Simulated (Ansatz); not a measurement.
Li started at a second open point in rocksalt LiCl, 65 atoms, charge +1

These are results of Ansatz, DFT, PBEsol, PAW, plane waves, not measurements.

Command:

```sh
ansatz run in.yaml --threads 8 --pin off --max-ram 118750MiB --runs-dir r --events-out ev --progress --plain --backend cuda --devices 0,
```

The input less its lattice and atoms:

```yaml
crystal:
  symmetry: { detect: false }
kpoints:
  mp_grid: { grid: [1, 1, 1], shift: [0.25, 0.25, 0.25] }
hamiltonian:
  xc: pbesol
total_charge: 1
scf:
  occupations: { method: fermi_dirac, width: 0.01 }
relax:
  f_tol: 0.03
  max_steps: 80
  escape_saddle: false
  adjacent_minimum: "off"
output:
  forces: true
  eigenvalues: true
  populations: true
  charged_corrections: { epsilon: 11 }
```

Start:

```xyz
65
Lattice="10.1327 0.0000 0.0000 0.0000 10.1327 0.0000 0.0000 0.0000 10.1327" Properties=species:S:1:pos:R:3 pbc="T T T"
Cl    2.5060    0.0127    0.0153
Cl    2.5521   10.1099    5.0261
Cl    2.5354    5.0149   10.1150
Cl    2.5475    5.0713    5.0389
Cl    7.6038   10.1264    0.0083
Cl    7.5662   10.1201    5.1036
Cl    7.5760    5.0276   10.1291
Cl    7.6204    5.1162    5.0443
Cl    0.0040    2.5481   10.1195
Cl    0.0206    2.4951    5.0484
Cl   10.1076    7.5357   10.1166
Cl   10.1006    7.6032    5.0558
Cl    5.0450    2.5384   10.1285
Cl    5.0341    2.5326    5.0711
Cl    5.0966    7.5918    0.0162
Cl    5.0373    7.6039    5.0436
Cl   10.1291   10.1324    2.5208
Cl    0.0336   10.0933    7.5713
Cl    0.0129    5.0452    2.5114
Cl   10.1290    5.0890    7.6176
Cl    5.0519   10.1310    2.5468
Cl    5.0362   10.1243    7.5516
Cl    5.0574    5.0505    2.5253
Cl    5.0723    5.0557    7.5757
Cl    2.5492    2.5260    2.5408
Cl    2.5684    2.5321    7.6030
Cl    2.5348    7.5859    2.5102
Cl    2.5227    7.6161    7.5995
Cl    7.6259    2.5142    2.5278
Cl    7.6042    2.5117    7.6137
Cl    7.6167    7.5669    2.4953
Cl    7.5921    7.5898    7.5967
Li   10.1289    0.0098   10.1214
Li   10.1087   10.1295    5.0672
Li   10.1294    5.0660   10.1150
Li    0.0004    5.1085    5.0767
Li    5.0544   10.1083    0.0211
Li    5.0831    0.0260    5.0696
Li    5.0875    5.0890    0.0162
Li    5.0693    5.0739    5.0814
Li    2.5262    2.5293   10.1239
Li    2.5549    2.5249    5.0842
Li    2.5506    7.5991   10.1073
Li    2.5341    7.6244    5.0705
Li    7.5956    2.5344   10.0934
Li    7.6012    2.5109    5.0900
Li    7.6261    7.6066    0.0123
Li    7.5947    7.6338    5.0350
Li    2.5157    0.0019    2.5178
Li    2.5298   10.1110    7.5940
Li    2.4939    5.0315    2.5408
Li    2.4973    5.0523    7.6178
Li    7.5721   10.1166    2.4802
Li    7.6348    0.0210    7.5845
Li    7.6142    5.0822    2.5364
Li    7.5908    5.0237    7.6267
Li   10.1279    2.5318    2.5430
Li   10.1153    2.5271    7.5804
Li    0.0090    7.5959    2.5656
Li   10.1248    7.6356    7.6214
Li    5.0690    2.5569    2.5360
Li    5.0535    2.5231    7.6150
Li    5.0452    7.5739    2.5365
Li    5.0756    7.6146    7.5893
Li    3.8280    5.0851    3.7978
```

Steps:

```tsv
step	energy less the first (eV)	largest force component (eV/Å)
start	0.000	2.940
1	-1.426	1.998
2	-2.454	0.981
3	-3.027	0.978
4	-3.316	0.667
5	-3.486	0.390
6	-3.600	0.156
7	-3.662	0.017
8	-3.662	0.017
9	-3.664	0.012
```

A structure on the way, about -2.45 eV from the start:

```
Cl Li
1.0
    10.13271    0.00000    0.00000
     0.00000   10.13271    0.00000
     0.00000    0.00000   10.13271
Cl Li
32 33
Direct
  0.25097 0.99930 0.00328
  0.25034 0.99940 0.49861
  0.25169 0.49912 0.00073
  0.23859 0.50003 0.50878
  0.75083 0.99998 0.99800
  0.74611 0.99765 0.49818
  0.75033 0.49879 0.99885
  0.74936 0.49807 0.49824
  0.00164 0.25032 0.00063
  0.99909 0.24970 0.50064
  0.00081 0.74841 0.00087
  0.99956 0.74919 0.49918
  0.50049 0.24896 0.99794
  0.49534 0.25963 0.49457
  0.50017 0.74899 0.99787
  0.49471 0.73590 0.49267
  0.00331 0.99878 0.25087
  0.99996 0.99859 0.74984
  0.99841 0.49868 0.25033
  0.99956 0.49914 0.74952
  0.50075 0.99955 0.24995
  0.49772 0.99886 0.74588
  0.51085 0.49905 0.23822
  0.49917 0.49932 0.75110
  0.25345 0.25848 0.25350
  0.24894 0.24950 0.74957
  0.25523 0.73733 0.25460
  0.24999 0.74810 0.75143
  0.74992 0.25022 0.24963
  0.74806 0.24955 0.74759
  0.75110 0.74937 0.24904
  0.74819 0.74911 0.74849
  0.00058 0.00062 0.00043
  0.99715 0.00036 0.50130
  0.99792 0.50048 0.99617
  0.98861 0.50099 0.50232
  0.50153 0.99864 0.99823
  0.49941 0.00129 0.49922
  0.50370 0.49967 0.99077
  0.52003 0.49666 0.52318
  0.25026 0.24865 0.99829
  0.24512 0.24197 0.50475
  0.25003 0.75088 0.99900
  0.24420 0.75911 0.50740
  0.75193 0.24937 0.99667
  0.75098 0.24573 0.49921
  0.75250 0.75165 0.99885
  0.75231 0.74977 0.49967
  0.25090 0.00038 0.25037
  0.24843 0.99788 0.75206
  0.22737 0.49662 0.23241
  0.24589 0.49782 0.76143
  0.75219 0.00060 0.24478
  0.75031 0.00006 0.74729
  0.75976 0.50081 0.24733
  0.75236 0.49920 0.75366
  0.99735 0.24753 0.25052
  0.99687 0.24820 0.75143
  0.99922 0.75081 0.25073
  0.99809 0.75160 0.75246
  0.50434 0.24289 0.24277
  0.49768 0.24755 0.75063
  0.50624 0.75780 0.24163
  0.50088 0.75149 0.74960
  0.37837 0.52214 0.37664
```

End:

```xyz
65
Lattice="10.1327 0.0000 0.0000 0.0000 10.1327 0.0000 0.0000 0.0000 10.1327" Properties=species:S:1:pos:R:3 pbc="T T T"
Cl    2.5370   10.1015    0.0043
Cl    2.5300    0.0058    5.0641
Cl    2.5281    5.0416   10.0939
Cl    2.5218    5.0314    5.0728
Cl    7.5956   10.1058   10.1315
Cl    7.5894   10.1018    5.0570
Cl    7.5900    5.0471    0.0030
Cl    7.6327    5.0420    5.0652
Cl    0.0034    2.5137   10.1325
Cl    0.0072    2.5163    5.0577
Cl    0.0056    7.5719    0.0022
Cl   10.1026    7.5794    5.0637
Cl    5.0614    2.5163    0.0039
Cl    5.0696    2.4858    5.0664
Cl    5.0669    7.5796   10.1000
Cl    5.0721    7.5817    5.0693
Cl    0.0074   10.1012    2.5346
Cl    0.0017   10.1061    7.5932
Cl   10.0966    5.0413    2.5266
Cl    0.0068    5.0474    7.5883
Cl    5.0670    0.0063    2.5278
Cl    5.0599   10.1011    7.5871
Cl    5.0763    5.0315    2.5189
Cl    5.0686    5.0415    7.6302
Cl    2.5282    2.4850    2.5260
Cl    2.5356    2.5168    7.5880
Cl    2.5240    7.5836    2.5217
Cl    2.5307    7.5795    7.6256
Cl    7.5902    2.5163    2.5339
Cl    7.5940    2.5138    7.5924
Cl    7.6283    7.5793    2.5285
Cl    7.5916    7.5722    7.5893
Li   10.1249   10.1166   10.1223
Li   10.0940    0.0138    5.0686
Li   10.0905    5.0375   10.0884
Li   10.1110    5.0309    5.0748
Li    5.0712    0.0140   10.0914
Li    5.0767    0.0029    5.0742
Li    5.0769    5.0309   10.1084
Li    5.3193    4.8031    5.3167
Li    2.5272    2.4709   10.0895
Li    2.5213    2.4882    5.0736
Li    2.5200    7.5888   10.1048
Li    2.2896    7.8222    5.3072
Li    7.6056    2.5018   10.1217
Li    7.6370    2.4722    5.0679
Li    7.6351    7.5825   10.0924
Li    7.6230    7.5893    5.0749
Li    2.5204    0.0020    2.5176
Li    2.5261    0.0145    7.6333
Li    2.2744    4.7977    2.2723
Li    2.5199    5.0311    7.6157
Li    7.6362    0.0142    2.5235
Li    7.6051   10.1171    7.6025
Li    7.6183    5.0306    2.5168
Li    7.6383    5.0380    7.6351
Li   10.0920    2.4707    2.5240
Li   10.1240    2.5022    7.6025
Li   10.1076    7.5886    2.5170
Li   10.0952    7.5827    7.6319
Li    5.0761    2.4885    2.5185
Li    5.0702    2.4717    7.6341
Li    5.3106    7.8230    2.2867
Li    5.0775    7.5888    7.6205
Li    3.7966    6.3010    3.7933
```

Self-consistency was reached.

Time: 9.7 s of wall time on one NVIDIA GB300 with 8 processor threads, on a host shared with other runs; peak host memory 1.9 GiB.

**Question.** How much energy did the relaxation gain, and which atom moved most?

**Answer.** 3.66 eV in 9 steps, from a start with small random displacements (neighbours that lie too close to an added atom are first pushed off); atom 65 (Li) moved 1.22 Å, the median atom 0.05 Å (drift of the whole cell removed).

The one k point has no symmetry partners, which can distort the end along one axis.
